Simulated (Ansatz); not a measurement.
# Two-dimensional strain map in Pt

The calculation used Ansatz, DFT PBE, scalar-relativistic, plane waves, PAW. The runs took a 420 eV cutoff, a Γ-centred 20×20×20 mesh and Gaussian smearing (0.15 eV). Spin–orbit coupling is left out, which can shift energies with elements as heavy as these. No spin polarisation. Energies are free energies at this smearing, counted from the undisturbed cell; pressure is positive in compression.

Reference structure (as given, not relaxed at this level; it stands at 11.6 GPa):

```
CELL_PARAMETERS angstrom
0.00000 1.95790 1.95790
1.95790 0.00000 1.95790
1.95790 1.95790 0.00000
ATOMIC_POSITIONS crystal
Pt 0.00000 0.00000 0.00000
```

The cell is strained by p along both x and y and by q along z, fractional coordinates fixed. Points are written (p, q). At 12 GPa the given cell is far from its own equilibrium, so these figures belong to a strongly strained crystal.

Energy above the undisturbed cell in meV/atom (a dash: not computed):

| p \ q | -0.050 | -0.025 | 0.000 | 0.025 | 0.050 |
| --- | --- | --- | --- | --- | --- |
| -0.050 | 556.5 | 403.9 | 288.4 | 204.9 | 148.4 |
| -0.025 | 274.8 | 169.5 | 95.2 | 47.9 | 23.4 |
| 0.000 | 102.7 | ? | 0.0 | -16.5 | ? |
| 0.025 | 16.5 | -11.9 | -19.8 | ? | 15.6 |
| 0.050 | -2.2 | -0.4 | 18.0 | ? | 95.3 |

Question: Fill in the withheld energies.

Answer: (0.000, -0.025): 38.7; (0.000, 0.050): -14.0; (0.025, 0.025): -9.8; (0.050, 0.025): 50.6.